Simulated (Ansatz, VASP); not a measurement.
# Ca in VASP and in Ansatz

```xyz
2
Lattice="3.6829 0.0000 0.0000 0.0000 3.8318 0.0000 0.0000 0.0000 5.6231" Properties=species:S:1:pos:R:3 pbc="T T T"
Ca    0.0000    0.0000    2.8116
Ca    1.8414    1.9159    0.0000
```

Change from the starting cell: uniaxial strain along a, b, c and atoms relaxed: -4.5 %.

Alike in both runs: functional PBEsol; k mesh 12 × 12 × 8; occupations gaussian, width 0.1 eV; no spin polarisation.

Ansatz relaxed the structure, and its values are those at the end. VASP's run is a single point on that final structure, the one shown.

```csv
,VASP,Ansatz
version,VASP 6.6.1,Ansatz 0.2.0
potentials or method,"VASP PAW PBE potentials, release 64 (Ca_sv)","scalar-relativistic, plane waves, PAW"
plane-wave cutoff (eV),520,420
valence electrons in the cell,20,20
```

|  | VASP | Ansatz | Ansatz less VASP |
| --- | --- | --- | --- |
| gap on the k mesh at the Fermi level (eV) | none | none | - |
| pressure (GPa) | 0.4 | 0.4 | -0.01 |

A gap of «none» marks a metal or a gap that the smearing closes.

Caveats: the PAW data sets were made with another functional, which shifts forces and pressure a little (VASP).
